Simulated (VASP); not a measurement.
Set up this calculation in VASP 6.6.1, as an ASE script.

```yaml
Task: single point
Functional: PBE
Potentials_or_basis: VASP PAW PBE potentials, release 64 (Te)
Cutoff: 520 eV
k_mesh: 9 × 9 × 9
Occupations: gaussian, width 0.02 eV
Spin: no spin polarisation
Further_INCAR_settings: ALGO = Fast; EDIFF = 1.00e-06; NBANDS = 9
```

The structure of Te lies in Te.cif:

```cif
data_Te
_cell_length_a 3.15419047
_cell_length_b 3.15419047
_cell_length_c 3.15419047
_cell_angle_alpha 93.95076146
_cell_angle_beta 93.95076146
_cell_angle_gamma 93.95076146
_space_group_name_H-M_alt 'P1'
_space_group_name_Hall 'P 1'
_space_group_IT_number 1
loop_
_space_group_symop_operation_xyz
'x,y,z'
loop_
_atom_site_label
_atom_site_type_symbol
_atom_site_symmetry_multiplicity
_atom_site_Wyckoff_symbol
_atom_site_fract_x
_atom_site_fract_y
_atom_site_fract_z
_atom_site_occupancy
Te1 Te 1 a 0.5000000000 0.5000000000 0.5000000000 1
```

This isn't the form of Te at room conditions, which is trigonal, of chains.

One way to write it, as run:

run.py

```python
from ase.calculators.vasp import Vasp
from ase.dft.bandgap import bandgap
from ase.io import read

atoms = read('Te.cif')
calc = Vasp(
    directory='calc',
    xc='pbe',
    pp='PBE',
    setups='recommended',
    prec='Accurate',
    encut=520,
    ediff=1e-06,
    ismear=0,
    sigma=0.02,
    lreal=False,
    lasph=True,
    nelm=100,
    algo='Fast',
    isif=2,
    lwave=False,
    lcharg=True,
    lelf=True,
    lvhar=True,
    kpts=[9, 9, 9],
    gamma=True,
    nbands=9,
)
atoms.calc = calc

print('energy (eV):', atoms.get_potential_energy())
print('free energy (eV):', atoms.get_potential_energy(force_consistent=True))
print('forces (eV/A):')
print(atoms.get_forces())
print('stress (eV/A^3, Voigt):', atoms.get_stress())
print('Fermi level (eV):', calc.get_fermi_level())
gap, top, bottom = bandgap(calc)
print('band gap (eV):', gap, 'from (spin, k, band)', top, 'to', bottom)
```

Potentials or basis: VASP PAW PBE potentials, release 64 (Te).

Command:

```sh
$ python run.py
```

Results of the run:

| Item | Value |
| --- | --- |
| Pressure | 2.6 GPa |
| Band gap on the k mesh | none (metal or under the smearing width) |

Wall time 13 s on 1 thread of AMD EPYC 9R45 (Zen 5), on a shared host, peak memory 0.12 GiB.
